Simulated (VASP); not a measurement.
# Sn: intraband terms of a metal's spectrum

Sn, Im-3m (no. 229), 1 atom in the cell. PBE, independent-particle dielectric function; PAW potentials Sn_d (PBE set).

## Input

INCAR.step1:
```
SYSTEM = Sn
PREC = Accurate
ENCUT = 280
ISMEAR = 1
SIGMA = 0.1
EDIFF = 1E-7
LASPH = .True.
KPAR = 4
LWAVE = .False.
LCHARG = .True.
LMAXMIX = 4
```

INCAR.step2:
```
SYSTEM = Sn
PREC = Accurate
ENCUT = 280
ISMEAR = 0
SIGMA = 0.3
EDIFF = 1E-6
LASPH = .True.
KPAR = 4
LWAVE = .True.
LCHARG = .False.
LMAXMIX = 4
ICHARG = 11
NBANDS = 21
NEDOS = 3000
OMEGAMAX = 30
CSHIFT = 0.1
```

INCAR.step3, as INCAR.step2 but for:
```
- LWAVE = .True.
+ LWAVE = .False.
+ LOPTICS = .True.
+ ALGO = None
+ NELM = 1
+ ISTART = 1
```

INCAR.step4, as INCAR.step3 but for:
```
+ WPLASMAI = 0.03
```

INCAR.step5 to INCAR.step6 change the same tag again: WPLASMAI = 0.1, 0.3.

INCAR.step7, as INCAR.step6 but for:
```
- WPLASMAI = 0.3
+ RTIME = 1
```

INCAR.step8, as INCAR.step7 but for:
```
- RTIME = 1
+ RTIME = 20
```

INCAR.step9, as INCAR.step8 but for:
```
- RTIME = 20
+ LNABLA = .True.
```

INCAR.step10, as INCAR.step9 but for:
```
- ISMEAR = 0
- LNABLA = .True.
+ ISMEAR = -5
```

KPOINTS.step1:
```
k-points
0
Gamma
  10 10 10
```

KPOINTS.step2:
```
k-points
0
Gamma
  25 25 25
```

POSCAR:
```
Sn
1.0
   -1.8946518192      1.8946518192      1.8946518192
    1.8946518192     -1.8946518192      1.8946518192
    1.8946518192      1.8946518192     -1.8946518192
Sn
1
Direct
    0.0000000000      0.0000000000      0.0000000000
```

Commands (each step's output is kept before the next begins):
```
cat potpaw_PBE.64/Sn_d/POTCAR > POTCAR
cp INCAR.step1 INCAR
cp KPOINTS.step1 KPOINTS
mpirun -np 4 vasp_std > vasp.out
cp INCAR.step2 INCAR
cp KPOINTS.step2 KPOINTS
mpirun -np 4 vasp_std > vasp.out
cp INCAR.step3 INCAR
mpirun -np 4 vasp_std > vasp.out
cp INCAR.step4 INCAR
mpirun -np 4 vasp_std > vasp.out
cp INCAR.step5 INCAR
mpirun -np 4 vasp_std > vasp.out
cp INCAR.step6 INCAR
mpirun -np 4 vasp_std > vasp.out
cp INCAR.step7 INCAR
mpirun -np 4 vasp_std > vasp.out
cp INCAR.step8 INCAR
mpirun -np 4 vasp_std > vasp.out
cp INCAR.step9 INCAR
mpirun -np 4 vasp_std > vasp.out
cp INCAR.step10 INCAR
mpirun -np 4 vasp_std > vasp.out
```

## Result

- Bands: 21

One ground state, settings moved in the last step alone:

| Settings | Plasma frequency (eV) | Im ε at 0.5 eV | Im ε at 1 eV | Im ε at 2 eV | Im ε at 4 eV | Time (s) |
|---|---|---|---|---|---|---|
| interband part alone | 11.15 | 24.5 | 24.2 | 20.9 | 2.4 | 14 |
| Drude term, WPLASMAI 0.03 | 11.15 | 54.3 | 27.9 | 21.4 | 2.5 | 14 |
| Drude term, WPLASMAI 0.1 | 11.15 | 120.2 | 36.5 | 22.5 | 2.6 | 14 |
| Drude term, WPLASMAI 0.3 | 11.15 | 244.0 | 58.4 | 25.5 | 3.0 | 13 |
| relaxation time RTIME 1 fs | 11.15 | 264.1 | 81.3 | 30.2 | 3.7 | 14 |
| relaxation time RTIME 20 fs | 11.15 | 57.1 | 28.3 | 21.4 | 2.5 | 12 |
| transversal form (LNABLA) | 11.23 | 24.7 | 24.5 | 21.2 | 2.5 | 12 |
| tetrahedron method | – | – | – | – | – | no result |

Limits: Spin-orbit coupling is left out, which can matter with atoms this heavy.

VASP 6.6.1 took 123 s on 4 cores (AMD EPYC 7R43 (Zen 3)), a shared host.
